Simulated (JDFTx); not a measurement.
The system is MnO.

```
Mn O
1.0
     0.00000    2.22391    2.22391
     2.22391    0.00000    2.22391
     2.22391    2.22391    0.00000
Mn O
1 1
Direct
  0.00000 0.00000 0.00000
  0.50000 0.50000 0.50000
```

The cell is a database's computed one.

Base run:

```yaml
Program: JDFTx 1.7.0 (patched build)
Functional: LDA
Potentials_or_basis: PseudoDojo-SR-LDA-0.4.1-standard with smoothed tails
Cutoff: 1306 eV
Density_cutoff: 10449 eV
k_mesh: 10 × 10 × 10
Occupations: fermi-dirac, width 0.05 eV
Spin: collinear spin, ferromagnetic start
Starting_moments: "[4.0, 0.0] μB"
```

Its results: band gap on the k mesh none (metal or under the smearing width); pressure -16.0 GPa; net moment 4.65 μB per cell; site moments Mn +4.38; O +0.26 μB.

Problem. The run is repeated on the same cell with these changes: functional from LDA to PBE; potentials or basis from PseudoDojo-SR-LDA-0.4.1-standard with smoothed tails to PseudoDojo-SR-PBE-0.5-standard with smoothed tails. What comes out?

Solution. Band gap on the k mesh none (metal or under the smearing width); pressure 0.5 GPa; net moment 4.83 μB per cell; site moments Mn +4.55; O +0.27 μB.

Caveats: a cell with one magnetic atom can't hold antiferromagnetic order, which such compounds often take; semilocal functionals often make such compounds metallic where correlation or magnetic order opens a gap, which also shifts bond lengths; so large a pressure means that the cell lies far from this level's equilibrium, or that cutoff or potentials fall short (some runs).
